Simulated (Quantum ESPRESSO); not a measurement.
W:

```
W
1.0
     0.00000    2.03000    2.03000
     2.03000    0.00000    2.03000
     2.03000    2.03000    0.00000
W
1
Direct
  0.00000 0.00000 0.00000
```

This isn't the form of W at room conditions, which is bcc.

- Program: Quantum ESPRESSO 7.5
- Task: phonons
- Functional: PBEsol
- Potentials or basis: PseudoDojo 0.4.1 SR PBEsol standard
- Cutoff: 1007 eV
- Density cutoff: 4027 eV
- k mesh: 11 × 11 × 11
- Occupations: methfessel-paxton, width 0.136 eV
- Spin: no spin polarisation
- Mixing beta: 0.5
- Most SCF iterations: 120
- SCF threshold: 2e-10 Ry
- Diagonalization: rmm-paro

The cell and the atoms were relaxed first, to 16.01 Å³/atom (a = 2.829 Å, b = 2.829 Å, c = 2.829 Å, α = 60.00°, β = 60.00°, γ = 60.00°), and the response was taken there.

At X the frequencies are 75 75 165 cm⁻¹, at a pressure of 0.0 GPa.

Problem. How do the modes respond when the cell is scaled evenly, at fixed shape?

Solution. The highest mode has a Grüneisen parameter of 0.71 and moves by +0.4 cm⁻¹ per GPa. 2 of the listed modes soften on compression, the most with -1.62. The pressures give a bulk modulus of about 315 GPa.

Frequencies at 99 % and 101 % of the volume (pressures 3.2 and -3.1 GPa), ions relaxed:
```csv
mode,99 % (cm⁻¹),101 % (cm⁻¹),Grüneisen parameter
1,73.8,76.3,-1.62
2,73.8,76.3,-1.62
3,166.8,164.4,0.71
```

Modes are matched by their order; those that don't vary smoothly over the three volumes are left out.

Caveat: the q point doesn't lie on the k mesh, which can shift a metal's frequencies strongly unless the mesh is converged.
